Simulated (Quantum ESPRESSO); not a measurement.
Li in Quantum ESPRESSO: the effect of target pressure

Crystal: Li.

```
Li
1.0
    -1.75465    1.75465    1.75465
     1.75465   -1.75465    1.75465
     1.75465    1.75465   -1.75465
Li
1
Cartesian
  0.0000 0.0000 0.0000
```

Alike in all runs:

- Program: Quantum ESPRESSO 7.5
- Task: relaxation of cell and atoms
- Functional: PBEsol
- Potentials or basis: SSSP 1.3 efficiency PBE
- Cutoff: 857 eV
- Density cutoff: 6884 eV
- k mesh: 11 × 11 × 11
- Occupations: fermi-dirac, width 0.05 eV
- Spin: no spin polarisation

Each run relaxes the cell or the atoms first.

```csv
target pressure,relaxed volume (Å³/atom)
0 GPa,?
2 GPa,17.98
5 GPa,15.89
10 GPa,13.80
20 GPa,11.51
30 GPa,10.18
```

What does the run with target pressure 0 GPa give?

Relaxed volume 20.25 Å³/atom.

Worked out: In Murnaghan's law V^(-B') rises as a straight line in P. The other rows fit best with B' = 2.7, V0 = 20.08 Å³/atom and B0 = 15 GPa, which gives 20.08 Å³/atom at 0 GPa, against the run's 20.25.

Caveats: the potentials were made for another functional, which shifts forces and pressure; the volume moved by over 15 % at a fixed basis, so the end points are rough (some runs).

Runs at the PBE level aren't shown here.
